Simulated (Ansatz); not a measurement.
# Bi: energy change per atom and pressure as volume scale varies

Results calculated with Ansatz 0.2.0, not measured. Plane-wave DFT, scalar-relativistic PAW made under PBE with cores redone for the functional, no dispersion; the given relaxed cell is scaled uniformly, energy at zero smearing counts from the unscaled cell, pressure at the given Fermi-Dirac smearing is positive in compression.

The cell before it is scaled or strained (space group Im-3m, No. 229):
```
Bi
1.0
     -2.0065     2.0065     2.0065
      2.0065    -2.0065     2.0065
      2.0065     2.0065    -2.0065
Bi
1
Direct
  0.00000 0.00000 0.00000
```

Settings of every row: spin polarised no; functional revPBE; wave cutoff 420 eV; smearing width 0.1 eV; k mesh 12x12x12.

Atom starting moment: 0 on all atoms.

Limits: no spin-orbit coupling, which can matter with elements this heavy; the cell comes from a prototype or a list of computed structures and needn't be the stable phase.

| row | volume scale | V (Å³/atom) | energy change per atom (meV) | pressure (GPa) |
| --- | --- | --- | --- | --- |
| 1 | 0.88 | 28.435 | 78.62 | 7.92 |
| 2 | 0.92 | 29.728 | 29.82 | 4.51 |
| 3 | 0.96 | 31.02 | ? | ? |
| 4 | 1.04 | 33.606 | 9.9 | -1.95 |
| 5 | 1.08 | 34.898 | 31.86 | -3.28 |
| 6 | 1.12 | 36.191 | 63.35 | -4.33 |

Question: what energy change per atom and pressure should row 3 give?

Worked fit of energy change per atom. Take u = (V_r/V)^(2/3) − 1 with V_r = 33.606 Å³ an atom, which is twice the finite (Eulerian) strain; such expansions in the strain, on which the Birch-Murnaghan equation of state is built, carry the rest volume and the bulk modulus. The shown rows have u = 0.11783, 0.08518, 0, -0.02484, -0.0482. Least squares give energy change per atom = 9.537 − 629.243 × u + 10284.38 × u² meV; a straight line predicts inner rows, each left out in turn, worse (root mean square 29 against 1 meV). The rows lie off it by 0.44, -0.74, 0.36, 0.35, -0.41 (root mean square 0.48 meV). The withheld row has u = 0.05483, so the fit gives 9.537 − 629.243 × (0.05483) + 10284.38 × (0.05483)² = 5.95 meV.

The calculation gave 5.33 meV. The fit lies 0.62 meV (12 % of the value, 0.85 % of the column's range) above it; its largest miss of a shown row is 0.74 meV.

Worked fit of pressure. Take u = (V_r/V)^(2/3) − 1 with V_r = 33.606 Å³ an atom, which is twice the finite (Eulerian) strain; such expansions in the strain, on which the Birch-Murnaghan equation of state is built, carry the rest volume and the bulk modulus. The shown rows have u = 0.11783, 0.08518, 0, -0.02484, -0.0482. Least squares give pressure = −1.977 + 58.557 × u + 213.73 × u² GPa; a straight line predicts inner rows, each left out in turn, worse (root mean square 0.61 against 0.071 GPa). The rows lie off it by 0.03, -0.05, 0.03, 0.02, -0.03 (root mean square 0.033 GPa). The withheld row has u = 0.05483, so the fit gives −1.977 + 58.557 × (0.05483) + 213.73 × (0.05483)² = 1.88 GPa.

The calculation gave 1.83 GPa. The fit lies 0.05 GPa (2.7 % of the value, 0.41 % of the column's range) above it; its largest miss of a shown row is 0.05 GPa.
